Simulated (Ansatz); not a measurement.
MnAs:

```
As Mn
1.0
     3.71000    0.00000    0.00000
    -1.85500    3.21295    0.00000
     0.00000    0.00000    5.69100
As Mn
2 2
Cartesian
  1.8550 1.0710 4.2683
  0.0000 2.1420 1.4227
  0.0000 0.0000 2.8455
  0.0000 0.0000 0.0000
```

Base run:

| Item | Value |
| --- | --- |
| Program | Ansatz 0.2.0 |
| Functional | PBE |
| Potentials or basis | Ansatz PAW |
| Cutoff | 420 eV (not typed: the program's choice for these potentials) |
| k mesh | 8 × 8 × 5 |
| Occupations | fermi-dirac, width 0.05 eV |
| Spin | no spin polarisation |

Its results: band gap on the k mesh none (metal or under the smearing width); pressure -19.3 GPa.

**Question.** The run is repeated on the same cell with these changes: spin from no spin polarisation to collinear spin, random start. What comes out?

**Answer.** Band gap on the k mesh none (metal or under the smearing width); pressure -3.5 GPa; net moment -6.28 μB per cell; site moments As +0.12; Mn -3.15 μB.
